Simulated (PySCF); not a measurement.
Isomers of C7H6O. Level of theory: TDDFT wB97X-D/def2-SVPD, vertical, gas phase, core orbitals frozen in the response (PySCF). Geometries: GFN2-xTB; one conformer of each isolated species. Triplets are in the Tamm–Dancoff approximation. 'Strongest' means the level of largest summed f among the lowest 8 singlets; it needn't be the same kind of state in each.

**Question.** Rank by computed lowest singlet excitation energy, lowest first.
A. `OC1=CC2=C(C=C1)C2`
B. `C#CCc1ccco1`
C. `C=C1C=CC(=O)C=C1`
D. `O=Cc1ccccc1`

**Answer.** C (3.29 eV), D (3.88 eV), A (4.93 eV), B (6.11 eV).

| SMILES | S1 (eV) | α (au) | T1 (eV) | f (S1) | f (strongest) | S1 mainly |
| --- | --- | --- | --- | --- | --- | --- |
| C=C1C=CC(=O)C=C1 | 3.29 | 91.8 | 2.39 | 0.000 | 0.63 | H-1→L (92%) |
| O=Cc1ccccc1 | 3.88 | 83.0 | 3.40 | 0.000 | 0.47 | H-1→L (89%) |
| Oc1ccc2c(c1)C2 | 4.93 | 81.3 | 3.99 | 0.081 | 0.49 | H→L (88%) |
| C#CCc1ccco1 | 6.11 | 79.1 | 4.05 | 0.285 | 0.28 | H→L (94%) |

H and L stand for HOMO and LUMO.
